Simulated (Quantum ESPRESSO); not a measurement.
TaN, 2 atoms in the cell. The typed cell holds 2 atoms: a = 2.938 Å, b = 2.938 Å, c = 2.883 Å, α = 90.00°, β = 90.00°, γ = 120.00°.  The cell isn't the ideal one: atoms moved at random, drawn with an rms of 0.05 Å.

| Item | Value |
| --- | --- |
| Program | Quantum ESPRESSO 7.5 |
| Task | single point |
| Functional | PBE |
| Potentials or basis | SSSP 1.3 efficiency PBE |
| Cutoff | 816 eV |
| Density cutoff | 6531 eV |
| k mesh | 10 × 10 × 9 |
| Occupations | fermi-dirac, width 0.05 eV |
| Spin | no spin polarisation |
| Mixing beta | 0.5 |
| Most SCF iterations | 120 |
| SCF threshold | 4e-10 Ry |

Potentials or basis: SSSP 1.3 efficiency PBE.

Run with:

```console
$ OMP_NUM_THREADS=1 pw.x -in pw.in > pw.out
```

Hardware: 1 thread of Arm Neoverse V1, on a shared host.

Q: How long does it take, and how much memory?

A: Run time: 110 s on 1 thread of Arm Neoverse V1 (shared host), peak memory 0.31 GiB. Counts: scf iterations 9, k pools 1, bands 15, k points 452, g dense 25855.
